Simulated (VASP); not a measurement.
# Si (Fd-3m) in VASP: notebook

One crystal, Si, is run at these levels: LDA, PBEsol; tasks: relaxation of cell and atoms.

All numbers are computed with VASP 6.6.1; they aren't measurements. Logs are shortened: lines on timing, memory, paths and dates and some standing lists are left out, and cuts for length are marked.

## 1. The crystal as given

The structure is cubic, space group Fd-3m (No. 227). Conventional cell: a = 5.431 Å, b = 5.431 Å, c = 5.431 Å, α = 90.00°, β = 90.00°, γ = 90.00°. Si (site symmetry -43m) is surrounded by 4 Si at 2.35 Å.

## 2. Relaxation of cell and atoms, LDA, target pressure 6 GPa, at which the enthalpy is minimised

Contents of INCAR:

```
SYSTEM = Si
PREC = Accurate
ENCUT = 600
EDIFF = 1E-7
ISMEAR = -1
SIGMA = 0.05
LREAL = .False.
LASPH = .True.
NELM = 80
ALGO = Normal
ISIF = 3
LWAVE = .False.
LCHARG = .False.
IBRION = 2
NSW = 40
EDIFFG = -0.02
PSTRESS = 60
```

Contents of KPOINTS:

```
Automatic mesh
0
Gamma
  11 11 11
  0 0 0
```

Contents of POSCAR:

```
Si
1.0
    0.0000000000      2.7155000000      2.7155000000
    2.7155000000      0.0000000000      2.7155000000
    2.7155000000      2.7155000000      0.0000000000
Si
2
Direct
    0.0000000000      0.0000000000      0.0000000000
    0.2500000000      0.2500000000      0.2500000000
```

Potentials or basis: VASP PAW LDA potentials, release 64 (Si).

The run is started by

```console
cat potpaw_LDA.64/Si/POTCAR > POTCAR
mpirun -np 1 vasp_std > vasp.out
```

OUTCAR:

```text
SYSTEM = Si
   PREC = Accurate
   ENCUT = 600
   EDIFF = 1E-7
   ISMEAR = -1
   LREAL = .False.
   LASPH = .True.
   NELM = 80
   ISIF = 3
   IBRION = 2
   NSW = 40
   EDIFFG = -0.02
   PSTRESS = 60

 ion  position               nearest neighbor table
   1  0.000  0.000  0.000-   2 2.35   2 2.35   2 2.35   2 2.35
   2  0.250  0.250  0.250-   1 2.35   1 2.35   1 2.35   1 2.35

  LATTYP: Found a face centered cubic cell.
 ALAT       =     5.4310000000

  Lattice vectors:

 A1 = (   0.0000000000,   2.7155000000,   2.7155000000)
 A2 = (   2.7155000000,   0.0000000000,   2.7155000000)
 A3 = (   2.7155000000,   2.7155000000,   0.0000000000)

Analysis of symmetry for initial positions (statically):
=====================================================================
 Subroutine PRICEL returns:
 Original cell was already a primitive cell.

 Routine SETGRP: Setting up the symmetry group for a
 face centered cubic supercell.

 Subroutine GETGRP returns: Found 48 space group operations
 (whereof 24 operations were pure point group operations)
 out of a pool of 48 trial point group operations.

The static configuration has the point symmetry T_d .
 The point group associated with its full space group is O_h .

Analysis of symmetry for dynamics (positions and initial velocities):
=====================================================================
 Subroutine PRICEL returns:
 Original cell was already a primitive cell.

 Routine SETGRP: Setting up the symmetry group for a
 face centered cubic supercell.

 Subroutine GETGRP returns: Found 48 space group operations
 (whereof 24 operations were pure point group operations)
 out of a pool of 48 trial point group operations.

The dynamic configuration has the point symmetry T_d .
 The point group associated with its full space group is O_h .

 Subroutine INISYM returns: Found 48 space group operations
 (whereof 24 operations are pure point group operations),
 and found     1 'primitive' translations

----------------------------------------------------------------------------------------

                                     Primitive cell

  volume of cell :      40.0479

  direct lattice vectors                    reciprocal lattice vectors
     0.000000000  2.715500000  2.715500000    -0.184128153  0.184128153  0.184128153
     2.715500000  0.000000000  2.715500000     0.184128153 -0.184128153  0.184128153
     2.715500000  2.715500000  0.000000000     0.184128153  0.184128153 -0.184128153

  length of vectors
     3.840296929  3.840296929  3.840296929     0.318919316  0.318919316  0.318919316

  position of ions in fractional coordinates (direct lattice)
     0.000000000  0.000000000  0.000000000
     0.250000000  0.250000000  0.250000000

  ion indices of the primitive-cell ions
   primitive index   ion index
                 1           1
                 2           2

----------------------------------------------------------------------------------------

 KPOINTS: Automatic mesh

Automatic generation of k-mesh.
 Grid dimensions read from file:
 generate k-points for:   11   11   11

 Generating k-lattice:

  Cartesian coordinates                     Fractional coordinates (reciprocal lattice)
    -0.016738923  0.016738923  0.016738923     0.090909091  0.000000000  0.000000000
     0.016738923 -0.016738923  0.016738923     0.000000000  0.090909091  0.000000000
     0.016738923  0.016738923 -0.016738923     0.000000000  0.000000000  0.090909091

  Length of vectors
     0.028992665  0.028992665  0.028992665

  Shift w.r.t. Gamma in fractional coordinates (k-lattice)
     0.000000000  0.000000000  0.000000000

 Subroutine IBZKPT returns following result:
 ===========================================

 Found     56 irreducible k-points:

 Following reciprocal coordinates:
            Coordinates               Weight
  0.000000  0.000000  0.000000      1.000000
  0.090909  0.000000  0.000000      8.000000
  0.181818  0.000000  0.000000      8.000000
  0.272727  0.000000  0.000000      8.000000
  0.363636  0.000000  0.000000      8.000000
  0.454545  0.000000  0.000000      8.000000
[... 16 lines left out ...]
 -0.272727  0.181818  0.000000     24.000000
 -0.181818  0.181818  0.000000     12.000000
 [... further k-points ...]
   k-points           NKPTS =     56   k-points in BZ     NKDIM =     56   number of bands    NBANDS=      8
   number of dos      NEDOS =    301   number of ions     NIONS =      2
   total plane-waves  NPLWV =  32768
   dimension x,y,z NGX =    32 NGY =   32 NGZ =   32
   dimension x,y,z NGXF=    64 NGYF=   64 NGZF=   64
   ions per type =               2
   NGX,Y,Z   is equivalent  to a cutoff of  13.85, 13.85, 13.85 a.u.
   NGXF,Y,Z  is equivalent  to a cutoff of  27.71, 27.71, 27.71 a.u.
 SYSTEM =  Si
   PREC   = accura    normal or accurate (medium, high low for compatibility)
   ISTART =      0    job   : 0-new  1-cont  2-samecut
   ICHARG =      2    charge: 1-file 2-atom 10-const
[... 42 lines left out ...]
   NGX = 15   NGY = 15   NGZ = 15

--------------------------------------- Ionic step        1  -------------------------------------------

 number of electron       7.9999999 magnetization

 Free energy of the ion-electron system (eV)
  ---------------------------------------------------
  ext. energy  EPLUGINS =         0.00000000
  ---------------------------------------------------
  free energy    TOTEN  =       -11.91694384 eV

  energy without entropy =      -11.91689960  energy(sigma->0) =      -11.91692172

------------------------ aborting loop because EDIFF is reached ----------------------------------------

  FORCE on cell =-STRESS in cart. coord.  units (eV):
  Direction    XX          YY          ZZ          XY          YZ          ZX
  --------------------------------------------------------------------------------------
  -------------------------------------------------------------------------------------
  Total       -0.3629232     -0.3629232     -0.3629232      0.0000000      0.0000000     -0.0000000
  in kB      -14.5193067    -14.5193067    -14.5193067      0.0000000      0.0000000     -0.0000000
  external PRESSURE =     -74.5193067 kB  Pullay stress =      60.0000000 kB

 VOLUME and BASIS-vectors are now :
 -----------------------------------------------------------------------------
  energy-cutoff  :      600.00
  volume of cell :       40.05
      direct lattice vectors                 reciprocal lattice vectors
     0.000000000  2.715500000  2.715500000    -0.184128153  0.184128153  0.184128153
     2.715500000  0.000000000  2.715500000     0.184128153 -0.184128153  0.184128153
     2.715500000  2.715500000  0.000000000     0.184128153  0.184128153 -0.184128153
[... 8 lines left out ...]
  FREE ENERGIE OF THE ION-ELECTRON SYSTEM (eV)
  ---------------------------------------------------
  free  energy   TOTEN  =       -11.9169438368 eV

  energy  without entropy=      -11.9168996021  energy(sigma->0) =      -11.91692172

  enthalpy is  TOTEN    =       -10.4171896430 eV   P V=        1.4997541938

--------------------------------------- Ionic step        2  -------------------------------------------

 number of electron       8.0000000 magnetization

 E-fermi :   7.3557     XC(G=0): -10.1333

 val. band max:        7.2654873185   @ k =   0.0000   0.0000   0.0000
 cond. band min:       7.4777987966   @ k =   0.4545   0.4545   0.0000
 fundamental gap:      0.2123114781
 Fermi energy:         7.3557478377

 k-point     1 :       0.0000    0.0000    0.0000
  band No.  band energies     occupation
      1      -5.6888      2.00000
      2       7.2655      1.71756
      3       7.2655      1.71756
      4       7.2655      1.71756
      5       9.8374      0.00000
      6       9.8374      0.00000
      7       9.8374      0.00000
      8      12.1229      0.00000

 k-point     2 :       0.0909    0.0000    0.0000
  band No.  band energies     occupation
      1      -5.5672      2.00000
      2       6.2358      2.00000
      3       7.0713      1.99326
      4       7.0713      1.99326
      5      10.0296      0.00000
      6      10.1222      0.00000
      7      10.1222      0.00000
      8      12.7353      0.00000
[... 271 lines left out ...]
  FREE ENERGIE OF THE ION-ELECTRON SYSTEM (eV)
  ---------------------------------------------------
  free  energy   TOTEN  =       -11.7248776448 eV

  energy  without entropy=      -11.7245328064  energy(sigma->0) =      -11.72470523

  enthalpy is  TOTEN    =       -10.4183296909 eV   P V=        1.3065479540

--------------------------------------- Ionic step        3  -------------------------------------------

 number of electron       8.0000001 magnetization

 Free energy of the ion-electron system (eV)
  ---------------------------------------------------
  ext. energy  EPLUGINS =         0.00000000
  ---------------------------------------------------
  free energy    TOTEN  =       -11.88304291 eV

  energy without entropy =      -11.88291973  energy(sigma->0) =      -11.88298132

 E-fermi :   6.6673     XC(G=0):  -9.8706

 val. band max:        6.5046111711   @ k =   0.0000   0.0000   0.0000
 cond. band min:       6.8629762624   @ k =   0.4545   0.4545   0.0000
 fundamental gap:      0.3583650913
 Fermi energy:         6.6673243051

 k-point     1 :       0.0000    0.0000    0.0000
  band No.  band energies     occupation
      1      -5.9434      2.00000
      2       6.5046      1.92565
      3       6.5046      1.92565
      4       6.5046      1.92565
      5       9.0561      0.00000
      6       9.0561      0.00000
      7       9.0561      0.00000
      8      10.5319      0.00000

 k-point     2 :       0.0909    0.0000    0.0000
  band No.  band energies     occupation
      1      -5.8285      2.00000
      2       5.4973      2.00000
      3       6.3235      1.99794
      4       6.3235      1.99794
      5       9.1703      0.00000
      6       9.3217      0.00000
      7       9.3217      0.00000
      8      11.2166      0.00000
[... 264 lines left out ...]
 POSITION                                       TOTAL-FORCE (eV/Angst)
 -----------------------------------------------------------------------------------
      0.00000      0.00000      0.00000         0.000000      0.000000      0.000000
      1.32644      1.32644      1.32644        -0.000000     -0.000000     -0.000000
 -----------------------------------------------------------------------------------
    total drift:                               -0.000000     -0.000000      0.000000

  FREE ENERGIE OF THE ION-ELECTRON SYSTEM (eV)
  ---------------------------------------------------
  free  energy   TOTEN  =       -11.8830429119 eV

  energy  without entropy=      -11.8829197295  energy(sigma->0) =      -11.88298132

  enthalpy is  TOTEN    =       -10.4846644188 eV   P V=        1.3983784931

 reached required accuracy - stopping structural energy minimisation
```

Wall time 38 s (1 thread of Intel Xeon Platinum 8488C (Sapphire Rapids), shared host); peak memory 0.15 GiB.

What came out:

```yaml
Free_energy: -11.8830 eV
Relaxed_volume: 18.67 Å³/atom
Relaxed_cell: a = 3.752 Å, b = 3.752 Å, c = 3.752 Å, α = 60.00°, β = 60.00°, γ = 60.00°
Space_group_after_relaxing_to_0.05_Å: Fd-3m (No. 227)
Energy_change_on_relaxing_the_enthalpy_is_what_falls: +17.0 meV/atom
Ionic_steps: 3
Pressure_after_relaxing: 5.9 GPa
Band_gap_on_the_k_mesh: 0.36 eV, indirect (least direct gap 2.55 eV)
```

The path:
```
step  energy change (eV)  largest force (eV/Å)  pressure (GPa)  volume (Å³)
   1              0.0000                0.0000           -1.45        40.05
   2              0.1921                0.0000           15.27        34.89
   3              0.0339                0.0000            5.91        37.34
```

Final structure:
```xyz
2
Lattice="0.0000 2.6529 2.6529 2.6529 0.0000 2.6529 2.6529 2.6529 0.0000" Properties=species:S:1:pos:R:3 pbc="T T T"
Si    0.0000    0.0000    0.0000
Si    1.3264    1.3264    1.3264
```

Caveat: the cell is relaxed towards a set pressure, so the enthalpy falls and the energy may rise; an odd mesh through Γ misses points on the zone boundary, where band edges often lie.

## 3. Relaxation of cell and atoms, LDA, target pressure 9 GPa, at which the enthalpy is minimised

Changes to INCAR since step 2:

```diff
@@ -16,2 +16,2 @@
 EDIFFG = -0.02
-PSTRESS = 60
+PSTRESS = 90
```

KPOINTS is that of step 2.

POSCAR is that of step 2.

Potentials or basis: VASP PAW LDA potentials, release 64 (Si).

The run is started by

```console
cat potpaw_LDA.64/Si/POTCAR > POTCAR
mpirun -np 1 vasp_std > vasp.out
```

It took 65 s on 1 thread of Intel Xeon Platinum 8488C (Sapphire Rapids), shared host; peak memory 0.15 GiB.

It converged, with:

| Property | Result |
| --- | --- |
| Free energy | -11.8413 eV |
| Relaxed volume | 18.22 Å³/atom |
| Relaxed cell | a = 3.721 Å, b = 3.721 Å, c = 3.721 Å, α = 60.00°, β = 60.00°, γ = 60.00° |
| Space group after relaxing (to 0.05 Å) | Fd-3m (No. 227) |
| Energy change on relaxing (the enthalpy is what falls) | +37.8 meV/atom |
| Ionic steps | 4 |
| Pressure after relaxing | 9.0 GPa |
| Band gap on the k mesh | 0.31 eV, indirect (least direct gap 2.56 eV) |

The path:
```tsv
step	energy change (eV)	largest force (eV/Å)	pressure (GPa)	volume (Å³)
1	0.0000	0.0000	-1.45	40.05
2	0.4349	0.0000	25.17	32.94
3	0.0718	0.0000	8.75	36.51
4	0.0756	0.0000	9.00	36.44
```

Final structure:
```
CELL_PARAMETERS angstrom
0.00000 2.63137 2.63137
2.63137 0.00000 2.63137
2.63137 2.63137 0.00000
ATOMIC_POSITIONS crystal
Si 0.00000 0.00000 0.00000
Si 0.25000 0.25000 0.25000
```

Levels at points of the mesh, in eV from the valence-band top:
```
           k point  band 1  band 2  band 3  band 4  band 5  band 6  band 7  band 8
(0.00, 0.00, 0.00)  -12.63    0.00    0.00    0.00    2.56    2.56    2.56    4.32
```

Caveat: the cell is relaxed towards a set pressure, so the enthalpy falls and the energy may rise; an odd mesh through Γ misses points on the zone boundary, where band edges often lie.

## 4. Relaxation of cell and atoms, LDA, target pressure 12 GPa, at which the enthalpy is minimised

Changes to INCAR since step 3:

```diff
@@ -16,2 +16,2 @@
 EDIFFG = -0.02
-PSTRESS = 90
+PSTRESS = 120
```

KPOINTS is that of step 3.

POSCAR is that of step 3.

The run is started by

```console
cat potpaw_LDA.64/Si/POTCAR > POTCAR
mpirun -np 1 vasp_std > vasp.out
```

Wall time 47 s (1 thread of Intel Xeon Platinum 8488C (Sapphire Rapids), shared host); peak memory 0.15 GiB.

It converged, with:

- Free energy: -11.7914 eV
- Relaxed volume: 17.84 Å³/atom
- Relaxed cell: a = 3.695 Å, b = 3.695 Å, c = 3.695 Å, α = 60.00°, β = 60.00°, γ = 60.00°
- Space group after relaxing (to 0.05 Å): Fd-3m (No. 227)
- Energy change on relaxing (the enthalpy is what falls): +62.8 meV/atom
- Ionic steps: 4
- Pressure after relaxing: 11.9 GPa
- Band gap on the k mesh: 0.26 eV, indirect (least direct gap 2.57 eV)

The path:
```csv
step,energy change (eV),largest force (eV/Å),pressure (GPa),volume (Å³)
1,0.0000,0.0000,-1.45,40.05
2,0.7975,0.0000,37.43,31.07
3,0.1173,0.0000,11.48,35.79
4,0.1256,0.0000,11.93,35.67
```

Final structure:
```
Si
1.0
     0.00000    2.61280    2.61280
     2.61280    0.00000    2.61280
     2.61280    2.61280    0.00000
Si
2
Direct
  0.00000 0.00000 0.00000
  0.25000 0.25000 0.25000
```

Levels at points of the mesh, in eV from the valence-band top:
```
           k point  band 2  band 3  band 4  band 5  band 6  band 7
(0.00, 0.00, 0.00)    0.00    0.00    0.00    2.57    2.57    2.57
```

Caveat: the cell is relaxed towards a set pressure, so the enthalpy falls and the energy may rise; an odd mesh through Γ misses points on the zone boundary, where band edges often lie. Expect the measured gap to be larger: semilocal functionals such as LDA lack the derivative discontinuity.

## 5. Relaxation of cell and atoms, PBEsol

Contents of INCAR:

```
PREC = Accurate ; ENCUT = 600
EDIFF = 1E-6 ; ISMEAR = -1
SIGMA = 0.05 ; LREAL = False
LASPH = True ; NELM = 60
ALGO = Fast ; ISIF = 3
LWAVE = False ; LCHARG = False
GGA = PS ; IBRION = 2
NSW = 40 ; EDIFFG = -0.01
PSTRESS = 0
```

Contents of KPOINTS:

```
regular mesh
0
Gamma
  11 11 11
```

POSCAR is that of step 4.

Potentials or basis: VASP PAW PBE potentials, release 64 (Si).

The run is started by

```console
cat potpaw_PBE.64/Si/POTCAR > POTCAR
mpirun -np 1 vasp_std > vasp.out
```

It took 13 s on 1 thread of Intel Xeon 6975P-C (Granite Rapids), shared host; peak memory 0.17 GiB.

It converged, with:

```yaml
Free_energy: -11.4930 eV
Relaxed_volume: 20.08 Å³/atom
Relaxed_cell: a = 3.844 Å, b = 3.844 Å, c = 3.844 Å, α = 60.00°, β = 60.00°, γ = 60.00°
Space_group_after_relaxing_to_0.05_Å: Fd-3m (No. 227)
Energy_gained_by_relaxing: 0.0 meV/atom
Ionic_steps: 3
Pressure_after_relaxing: 0.0 GPa
Band_gap_on_the_k_mesh: 0.48 eV, indirect (least direct gap 2.52 eV)
```

Final structure:
```cif
data_structure
_symmetry_space_group_name_H-M 'P 1'
_symmetry_Int_Tables_number 1
_cell_length_a 3.8436
_cell_length_b 3.8436
_cell_length_c 3.8436
_cell_angle_alpha 60.000
_cell_angle_beta 60.000
_cell_angle_gamma 60.000
_cell_volume 40.15
loop_
_atom_site_label
_atom_site_type_symbol
_atom_site_fract_x
_atom_site_fract_y
_atom_site_fract_z
_atom_site_occupancy
Si1 Si 0.00000 0.00000 0.00000 1
Si2 Si 0.25000 0.25000 0.25000 1
```

Levels at points of the mesh, in eV from the valence-band top:
| k point | band 1 | band 2 | band 3 | band 4 | band 5 | band 6 | band 7 | band 8 |
| --- | --- | --- | --- | --- | --- | --- | --- | --- |
| (0.00, 0.00, 0.00) | -11.97 | 0.00 | 0.00 | 0.00 | 2.52 | 2.52 | 2.52 | 3.29 |

Caveat: the PAW data sets were made with another functional, which shifts forces and pressure a little; an odd mesh through Γ misses points on the zone boundary, where band edges often lie.

## 6. Summary

| level | potentials or basis | cell | P gpa | target pressure | gap on the mesh (eV) | pressure (GPa) |
| --- | --- | --- | --- | --- | --- | --- |
| LDA | VASP PAW LDA potentials, release 64 (Si) | relaxed to 6 GPa | 6 | 6 GPa | 0.36 | 5.9 |
| LDA | VASP PAW LDA potentials, release 64 (Si) | relaxed to 9 GPa | 9 | 9 GPa | 0.31 | 9.0 |
| LDA | VASP PAW LDA potentials, release 64 (Si) | relaxed to 12 GPa | 12 | 12 GPa | 0.26 | 11.9 |
| PBEsol | VASP PAW PBE potentials, release 64 (Si) | relaxed | 0 | - | 0.48 | 0.0 |

Alike in all rows: task relaxation of cell and atoms; no spin polarisation; k mesh 11 × 11 × 11; cutoff (eV) 600; smearing fermi-dirac 0.05 eV.

Caveats: an odd mesh through Γ misses points on the zone boundary, where band edges often lie; the cell is relaxed towards a set pressure, so the enthalpy falls and the energy may rise (some runs); the PAW data sets were made with another functional, which shifts forces and pressure a little (some runs).

Total energies depend on the potentials used, so only differences within one code and one set of settings carry meaning.
